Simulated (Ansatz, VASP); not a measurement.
# Co3Sn2S2: VASP beside Ansatz, part 2 of 2

Wanted: the spread between two codes on one cell, functional and k mesh.

VASP 6.6.1 and Ansatz 0.2.0.

So far: Starting point; VASP: relaxation of cell and atoms, r2SCAN.

In doubt: on Fe and Co compounds r2SCAN can change the orbital order between nearby geometries, unless the shell is half filled, which bears on forces and vibrations.

## Step 3: Ansatz: relaxation of cell and atoms, r2SCAN

Level of this step: Ansatz beside VASP: Kohn-Sham DFT, plane waves, r2SCAN (Ansatz).

Ansatz runs on its default PAW (the set named soft_2) files.

The same cell, functional, mesh and smearing now go to Ansatz, which takes its cutoff from its data sets.

Contents of input.yaml:

```yaml
crystal:
  lattice:
    - [2.678695, 1.5465452793, 4.3758]
    - [-2.678695, 1.5465452793, 4.3758]
    - [0.0, -3.0930905587, 4.3758]
  atoms:
    - { symbol: Co, position: [0.0, 0.0, 0.5], spin: 2.0 }
    - { symbol: Co, position: [0.5, 0.0, 0.0], spin: 2.0 }
    - { symbol: Co, position: [0.0, 0.5, 0.0], spin: 2.0 }
    - { symbol: Sn, position: [0.5, 0.5, 0.5] }
    - { symbol: Sn, position: [0.0, 0.0, 0.0] }
    - { symbol: S, position: [0.283, 0.283, 0.283] }
    - { symbol: S, position: [0.717, 0.717, 0.717] }
hamiltonian:
  xc: r2scan
  pseudopotentials: { kind: paw }
magnetization:
  spin_polarized: true
kpoints:
  mp_grid: { grid: [5, 5, 5] }
scf:
  occupations: { method: fermi_dirac, width: 0.05 }
relax:
  f_tol: 0.01
  max_steps: 60
  cell: { stress_tol: 0.05 }
output:
  forces: true
  stress: true
```

The run is started by

```console
$ ansatz run input.yaml --threads 4 --pin off --max-ram 9216MiB --backend cpu --events-out ev --progress --plain --runs-dir out
```

Numbers of over 12 decimals in the logs are rounded to 6 here.

Log:

```text
Engine: ansatz 0.2.0, aarch64-unknown-linux-gnu
Pseudopotentials: kind: paw
Pseudopotential: Co, paw, valence charge 17, recommended cutoff 500 eV (meta_gga), Co.paw.azcp
Pseudopotential: Sn, paw, valence charge 14, recommended cutoff 500 eV (meta_gga), Sn.paw.azcp
Pseudopotential: S, paw, valence charge 6, recommended cutoff 500 eV (meta_gga), S.paw.azcp
Functional definition: r2SCAN
  parameter k0 = 0.174
  parameter k1 = 0.065
  parameter a1 = 4.9479
  exchange = r2scan_x(k0 = k0, k1 = k1, a1 = a1)
  correlation = r2scan_c
Crystal: 7 atoms, lattice volume = 108.766 Å³
Basis set: ecut = 500 eV, 2733 PW (Γ), exchange–correlation on 160×160×160 points (64 copies of the dense FFT grid, shifted against one another)
Bands: 59, of which v1, the nominal top of the filled ones, is band 46 counted from 1 (45 counted from 0)
Symmetry: 12 space group operations
Space group: R-3m (ITA 166), of the structure as read, at distance tolerance 4.8e-5 Å
Magnetic group: BNS 166.97 (UNI 1327), of the structure as read, at distance tolerance 4.8e-5 Å
k-points: 19 of 125
Non-local potential: Co, projectors of the file, l = 0: 3, l = 1: 2, l = 2: 3, l = 3: 1
Non-local potential: Sn, projectors of the file, l = 0: 2, l = 1: 2, l = 2: 2, l = 3: 2
Non-local potential: S, projectors of the file, l = 0: 2, l = 1: 2, l = 2: 2
PAW form: soft (Blöchl's): semilocal exchange-correlation on the pseudo side does not see the compensation charge
PAW frozen core: Co, regenerated for the run's functional (the file was generated under x = pbe(κ = 0.804, μ = 0.219515), c = pbe(β = 0.066725))
PAW frozen core: Sn, regenerated for the run's functional (the file was generated under x = pbe(κ = 0.804, μ = 0.219515), c = pbe(β = 0.066725))
PAW frozen core: S, regenerated for the run's functional (the file was generated under x = pbe(κ = 0.804, μ = 0.219515), c = pbe(β = 0.066725))
PAW one-centre angular grid: Co, 590 points (default); XC on 160 Gauss nodes
PAW one-centre angular grid: Sn, 590 points (default); XC on 249 of its mesh's 2787 points in the sphere
PAW one-centre angular grid: S, 302 points (default); XC on 160 Gauss nodes
Initial density: superposition of atomic densities (chi_scale 0.1, normalization cell, long waves kept (reshape's long-wave potential 0.01 eV rms))
Starting moments: Σ|m| = 6 μB on 3 of 7 sites
Initial wavefunctions: pseudopotential atomic-orbital guess
Functional: x = r2scan, c = r2scan; τ floored in thin density (d = 2e-4 eV/Å³)
SCF iter   1: F=—  HF=-29278.299465 eV  |F-HF|=—  |Δ(HF+E_count)|=         —  Δρ=5.22e-2 (↑2.79e-2 ↓5.22e-2)  dr2=9.16e0  dr2_τ=4.09e-2  dr2_m=2.88e-1  M=4.155 μB ∫|m|=5.231 μB  β_m=0.98  ethr=3.10e-3  ⟨swp⟩=6.9  Hψ=8929  notcnv=0  defer=18
Mixer restart at iter 1: flushing history
preconditioner: auto → Kerker (q_TF=auto, 2.648 Å⁻¹)  [metal: Δε(μ)=0.007 eV  Ē_g=14.221 eV  σ=0.050 eV  W_gap=0.04  n_scr=26 (ndim 8)  ℏωp=29.1 eV  f_vac=0.000  D(μ)=10.62/eV (n_scr^D=136)]
spin=Collinear: Kerker preconditioning applied to the charge; magnetization (m = ρ↑ − ρ↓) channel mixes plain (no charge-response kernel on spin).
SCF iter   2: F=—  HF=-29282.102805 eV  |F-HF|=—  |Δ(HF+E_count)|=    3.80e0  Δρ=3.21e-2 (↑1.99e-2 ↓3.21e-2)  dr2=5.58e0  dr2_τ=1.76e-2  dr2_m=6.71e-2  M=3.740 μB ∫|m|=5.109 μB  β_m=0.30  ethr=3.10e-3  ⟨swp⟩=2.5  Hψ=3407  notcnv=0  defer=178  κ⁻¹=1.0e0(r=1)
SCF iter   3: F=—  HF=-29285.035016 eV  |F-HF|=—  |Δ(HF+E_count)|=    2.93e0  Δρ=2.09e-2 (↑2.09e-2 ↓1.26e-2)  dr2=2.07e0  dr2_τ=1.08e-2  dr2_m=1.23e-1  M=2.913 μB ∫|m|=4.808 μB  β_m=0.30  ethr=3.10e-3  ⟨swp⟩=3.1  Hψ=3718  notcnv=0  defer=178  κ⁻¹=4.4e-2(r=2)
SCF iter   4: F=—  HF=-29284.123218 eV  |F-HF|=—  |Δ(HF+E_count)|=   9.12e-1  Δρ=2.11e-2 (↑2.11e-2 ↓1.70e-2)  dr2=6.74e-1  dr2_τ=1.36e-2  dr2_m=2.32e-1  M=2.383 μB ∫|m|=4.429 μB  β_m=0.72  ethr=2.27e-3  ⟨swp⟩=2.9  Hψ=3303  notcnv=0  defer=182  κ⁻¹=2.4e-2(r=3)
SCF iter   5: F=—  HF=-29284.887063 eV  |F-HF|=—  |Δ(HF+E_count)|=   7.64e-1  Δρ=1.64e-2 (↑1.64e-2 ↓5.31e-3)  dr2=1.91e-1  dr2_τ=3.23e-3  dr2_m=6.81e-2  M=2.202 μB ∫|m|=3.631 μB  β_m=1.00  ethr=7.41e-4  ⟨swp⟩=3.0  Hψ=4716  notcnv=0  defer=182  κ⁻¹=8.3e-3(r=4)
SCF iter   6: F=—  HF=-29285.942384 eV  |F-HF|=—  |Δ(HF+E_count)|=         —  Δρ=4.29e-2 (↑4.29e-2 ↓4.17e-2)  dr2=1.64e-1  dr2_τ=1.75e-2  dr2_m=1.72e0  M=1.002 μB ∫|m|=2.122 μB  β_m=1.00  ethr=2.10e-4  ⟨swp⟩=2.3  Hψ=3412  notcnv=0  defer=182
Mixer restart at iter 6: flushing history
SCF iter   7: F=—  HF=-29285.540775 eV  |F-HF|=—  |Δ(HF+E_count)|=   4.02e-1  Δρ=1.85e-2 (↑1.85e-2 ↓8.45e-3)  dr2=5.12e-1  dr2_τ=1.95e-3  dr2_m=2.71e-2  M=1.001 μB ∫|m|=1.873 μB  β_m=1.00  ethr=5.49e-5  ⟨swp⟩=2.7  Hψ=4674  notcnv=0  defer=189
SCF iter   8: F=—  HF=-29285.542037 eV  |F-HF|=—  |Δ(HF+E_count)|=   1.26e-3  Δρ=3.89e-3 (↑3.89e-3 ↓2.63e-3)  dr2=4.39e-2  dr2_τ=2.48e-3  dr2_m=6.88e-4  M=1.002 μB ∫|m|=1.820 μB  β_m=1.00  ethr=5.49e-5  ⟨swp⟩=2.7  Hψ=4669  notcnv=0  defer=189  κ⁻¹=1.0e0(r=1)
SCF iter   9: F=—  HF=-29285.551070 eV  |F-HF|=—  |Δ(HF+E_count)|=   9.03e-3  Δρ=1.78e-3 (↑1.78e-3 ↓1.51e-3)  dr2=1.30e-2  dr2_τ=8.10e-5  dr2_m=8.95e-5  M=1.001 μB ∫|m|=1.785 μB  β_m=1.00  ethr=4.82e-5  ⟨swp⟩=2.0  Hψ=2759  notcnv=0  defer=189  κ⁻¹=1.2e-2(r=2)
[...]
SCF iter  17: F=—  HF=-29285.553892 eV  |F-HF|=—  |Δ(HF+E_count)|=   8.21e-7  Δρ=1.03e-5 (↑8.69e-6 ↓1.03e-5)  dr2=2.72e-7  dr2_τ=3.85e-9  dr2_m=1.29e-8  M=1.001 μB ∫|m|=1.741 μB  β_m=1.00  ethr=4.48e-9  ⟨swp⟩=2.1  Hψ=2733  notcnv=0  defer=189  κ⁻¹=4.1e-6(r=8)
SCF iter  18: F=—  HF=-29285.553892 eV  |F-HF|=—  |Δ(HF+E_count)|=   1.62e-8  Δρ=7.79e-6 (↑7.79e-6 ↓7.26e-6)  dr2=1.27e-7  dr2_τ=1.70e-9  dr2_m=1.33e-9  M=1.001 μB ∫|m|=1.741 μB  β_m=1.00  ethr=2.99e-10  ⟨swp⟩=2.0  Hψ=3978  notcnv=0  defer=189  κ⁻¹=1.0e-6(r=8)
SCF iter  19: F=-29285.553892 eV  HF=-29285.553892 eV  |F-HF|=2.73e-8  |Δ(HF+E_count)|=   1.27e-8  Δρ=5.04e-6 (↑5.04e-6 ↓4.64e-6)  dr2=4.32e-8  dr2_τ=9.02e-10  dr2_m=3.20e-10  M=1.001 μB ∫|m|=1.741 μB  ethr=1.10e-10  ⟨swp⟩=1.9  Hψ=6749  notcnv=0
SCF 1 converged in 19 iterations: F = -29285.553892 eV  dr2 = 4.32e-8
  greatest PAW one-centre occupation: 1.004 electrons in one spin orbital (limit 2), on the Co atom at site 2 (counted from 0), in its partial waves of l = 1
relax step   1: F+E_penalty+E_count = -29285.55389192 eV  Δ(F+E_penalty+E_count) = +0.000e0 eV  max|allowed force component| = 7.343e-1 eV/Å  Δτ_max = 0.0000 Å  P = -2.227 GPa  Ω = 108.766 Å³  (19 SCF iters, dr2 threshold 1.00e-7 eV, accepted)
[...]
relax step   2: F+E_penalty+E_count = -29285.58131481 eV  Δ(F+E_penalty+E_count) = -2.742e-2 eV  max|allowed force component| = 3.440e-1 eV/Å  Δτ_max = 0.0179 Å  P = -1.002 GPa  Ω = 108.279 Å³  energy of the carried Pulay correction = +2.019e-4 eV  (11 SCF iters, dr2 threshold 7.00e-7 eV, accepted)
[...]
relax step   3: F+E_penalty+E_count = -29285.58900267 eV  Δ(F+E_penalty+E_count) = -7.688e-3 eV  max|allowed force component| = 2.074e-2 eV/Å  Δτ_max = 0.0154 Å  P = +0.085 GPa  Ω = 107.916 Å³  energy of the carried Pulay correction = +3.529e-4 eV  (11 SCF iters, dr2 threshold 7.00e-7 eV, accepted)
[...]
relax step   4: F+E_penalty+E_count = -29285.58900843 eV  Δ(F+E_penalty+E_count) = -5.756e-6 eV  max|allowed force component| = 9.013e-4 eV/Å  Δτ_max = 0.0006 Å  P = -0.014 GPa  Ω = 107.973 Å³  energy of the carried Pulay correction = +3.291e-4 eV  (9 SCF iters, dr2 threshold 4.21e-8 eV, accepted)
[...]
relax step   5: F+E_penalty+E_count = -29285.58869981 eV  Δ(F+E_penalty+E_count) = +3.086e-4 eV  max|allowed force component| = 8.695e-4 eV/Å  Δτ_max = 0.0000 Å  P = -0.017 GPa  Ω = 107.973 Å³  stress off target by 2.15e-2 GPa  SCF on the basis re-selected at this cell (its energy is not comparable with the rows above)  (14 SCF iters)
basis re-selected at this cell: Δ(F+E_penalty+E_count) = +3.086e-4 eV, ΔP = -0.003 GPa vs the last step (what re-selecting the basis moved, of the pressure what is left beyond the Pulay correction that the steps carried, after the strain that the cell walked since its last selection, with what the two solves' SCF thresholds leave and, on support functions, any second-order correction that the steps lacked; it is no m [...]
SCF converged after 14 iterations
Stability not checked: this state was not tested for a lower state beside it, because the mixer in use, unlike msr1, does not test its closes by its own steps (another_mixer; see scf.mixing.algorithm and scf.lower_state_search)
Magnetization: 1.0005 μB (46.0002 up, 44.9998 down)
Absolute magnetization: 1.7131 μB (∫|ρ↑−ρ↓|, with the PAW one-centre terms)
Spin contamination: 0.1138 ħ² per cell (⟨S²⟩ above its minimum at these occupations)
Per-site moments (μB) at R_I (Å): [(0.438517, 0.883739), (0.438517, 0.883739), (0.438517, 0.883739), (-0.023724, 1.105745), (-0.031101, 1.099077), (-0.012374, 0.883739), (-0.012374, 0.883739)]
Free energy (F): -29285.588700 eV
Harris-Foulkes:  -29285.588700 eV  (|F-HF|=5.82e-11)
Internal energy: -29285.571691 eV  (E = F + TS)
E sigma→0 (E₀):  -29285.580195 eV
Entropy (-TS):   -0.017009 eV (-2.430 meV/atom)
Fermi energy:    14.078756 eV
--- Per-component energies (eV) ---
  E_band       = -1045.750090
  E_kinetic    = 1963.275885
  E_local      = -13399.950482  (includes V_loc(G=0)·N_el)
  E_nonlocal   = 1375.069623
  E_hartree    = 6162.579948
  E_xc         = -1407.567346
  E_vxc        = -1090.762083  (∫ρ·V_xc dr)
  E_paw        = -14123.146612  (= ΣΔE_a)
  E_vpaw       = -2284.639134  (= ΣTr[D̂ρ^β])
  E_aug_tail   = 0.000109  (compensation charges beyond the density's cutoff)
  E_vtau       = 66.097249  (kinetic-family band-sum trace: ∫τ·v_τ [+ j·A + Jᵃ·Aᵃ] dr)
  E_ewald      = -9856.198303
  E_core_change = 0.365488  (= ΣΔE_core)
  E_smearing   = -0.017009  (= −TS)
  E_closure    = 0.000000  (closes the sum)
  Σ components = -29285.588700   (vs F -29285.588700, Δ=0.00e0)
--- Forces (eV/Å), atoms counted from 1 ---
  atom   1  Co     0.00000000    -0.00000000     0.00000000
  atom   2  Co     0.00000000     0.00000000    -0.00000000
  atom   3  Co     0.00000000    -0.00000000    -0.00000000
  atom   4  Sn    -0.00000000     0.00000000     0.00000000
  atom   5  Sn    -0.00000000     0.00000000     0.00000000
  atom   6  S     -0.00000000    -0.00000000     0.00086946
  atom   7  S      0.00000000     0.00000000    -0.00086946
  max |Σ_I F_I| component: 6.96e-29 eV/Å
--- Stress (GPa, compression-positive) ---
       -0.015111       0.000000      -0.000000
        0.000000      -0.015111       0.000000
        0.000000       0.000000      -0.021504
  P = ⅓ Tr σ = -0.0172 GPa (-0.172 kbar)
--- Relaxed structure (4 steps of the walk, 4 accepted, 1 SCFs on fresh bases) ---
  F+E_penalty+E_count = -29285.58869981 eV   max|allowed force component| = 8.695e-4 eV/Å   (the final SCF, on the basis selected at the relaxed cell)
  cell:  # Å, volume = 107.9731 Å³
    - [2.680593, 1.547641, 4.337738]
    - [-2.680593, 1.547641, 4.337738]
    - [0, -3.095282, 4.337738]
  atoms:
    - { symbol: Co, position: [2.7755575615628914e-17, 2.7755575615628914e-17, 0.5] }
    - { symbol: Co, position: [0.5, -2.7755575615628914e-17, 0.0] }
    - { symbol: Co, position: [-2.7755575615628914e-17, 0.5, 0.0] }
    - { symbol: Sn, position: [0.5, 0.5, 0.5] }
    - { symbol: Sn, position: [0, 0, 0] }
    - { symbol: S, position: [0.280508, 0.280508, 0.280508] }
    - { symbol: S, position: [0.719492, 0.719492, 0.719492] }
```

The job ended after 47 s (4 threads of Arm Neoverse V2, shared host; peak memory 0.96 GiB).

## Step 4: Comparison

Known differences besides the potentials themselves: VASP keeps PBE cores, Ansatz makes them for the functional; both relaxations stop at a tolerance, which leaves soft axes loose, and VASP keeps its plane-wave basis; the data sets hold 91 valence electrons in Ansatz (default PAW (the set named soft_2) files) and 67 in VASP; the cutoff is 500 eV in Ansatz and 520 eV in VASP; Ansatz adds a Pulay correction to the stress that steers its cell, VASP none; site moments are counted in spheres of each program's own size. Total energies have different zeros and are not compared.

The two programs side by side:

```csv
quantity,Ansatz,VASP,difference
volume (Å³),107.97,108.07,-0.09 %
"edge a after relaxation, in the typed setting (Å)",5.329,5.330,-0.02 %
total moment (μB),1.00,1.00,0.00
moment on Co1 (μB),0.44,0.43,+0.01
moment on Co2 (μB),0.44,0.43,+0.01
moment on Co3 (μB),0.44,0.43,+0.01
moment on Sn5 (μB),-0.03,-0.06,+0.03
```

The walks stopped with -0.02 GPa left in Ansatz and 0.00 GPa in VASP; each walk ends within a tolerance, so the volume difference is uncertain by about these residues over the bulk modulus, most in soft cells.

## Step 5: What came out

```json
{
 "difference in volume (relaxation of cell and atoms, r2SCAN)": "-0.090 %"
}
```

In words: The difference in volume is -0.090 % (relaxation of cell and atoms, r2SCAN), within the 1.2 % picked in this series as the mark of a large difference, as far as the stopping tolerances let one tell. How closely two codes agree says nothing of how well the functional describes the real material.

[Lines on the potential files, build, host, timing and source positions are cut from VASP's logs without a mark.]

[Logs are printed without paths, hosts, clocks, repeated set-up lines and the standing remarks that a program may print on its own settings, such as how far it seeks lower states.]

[Hosts, paths, dates, database ids (printed as entryN), source tags and the programs' standing remarks are cut or masked in the printed files.]
